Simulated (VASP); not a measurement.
A run of VASP 6.6.1 is set up as follows.

The input run.py:

```python
from ase import Atoms
from ase.calculators.vasp import Vasp
from ase.dft.bandgap import bandgap

atoms = Atoms(
    ['Ta'],
    cell=[[-1.65128, 1.65128, 1.65128], [1.65128, -1.65128, 1.65128], [1.65128, 1.65128, -1.65128]],
    scaled_positions=[[0.0, 0.0, 0.0]],
    pbc=True,
)
calc = Vasp(
    directory='calc',
    xc='b3lyp',
    pp='PBE',
    setups='recommended',
    prec='Accurate',
    encut=520,
    ediff=1e-06,
    ismear=1,
    sigma=0.1,
    lreal=False,
    lasph=True,
    nelm=60,
    algo='Normal',
    isif=2,
    lwave=False,
    lcharg=False,
    precfock='Fast',
    hfrcut=-1,
    ivdw=1,
    kpts=[6, 6, 6],
    gamma=True,
)
atoms.calc = calc

print('energy (eV):', atoms.get_potential_energy())
print('free energy (eV):', atoms.get_potential_energy(force_consistent=True))
print('forces (eV/A):')
print(atoms.get_forces())
print('stress (eV/A^3, Voigt):', atoms.get_stress())
print('Fermi level (eV):', calc.get_fermi_level())
gap, top, bottom = bandgap(calc)
print('band gap (eV):', gap, 'from (spin, k, band)', top, 'to', bottom)
```

Potentials or basis: VASP PAW PBE potentials, release 64 (Ta_pv).

Run with:

```console
$ python run.py
```

Question: Estimate the pressure.

Answer: 0.5 GPa.

Question: What does it give for the band gap on the k mesh?

Answer: None (metal or under the smearing width).

Question: Estimate the dispersion energy per atom.

Answer: -1.939 eV.

Caveat: the k mesh is coarse (spacing up to 0.45 Å⁻¹), so the values aren't converged, least of all with exact exchange; atom-pairwise D2, TS and ULG terms overbind metals; the PAW data sets were made with another functional, which shifts forces and pressure a little; pairwise dispersion overbinds metals, which lowers pressure and volume. Spin-orbit coupling is left out, which matters for the levels of Ta.
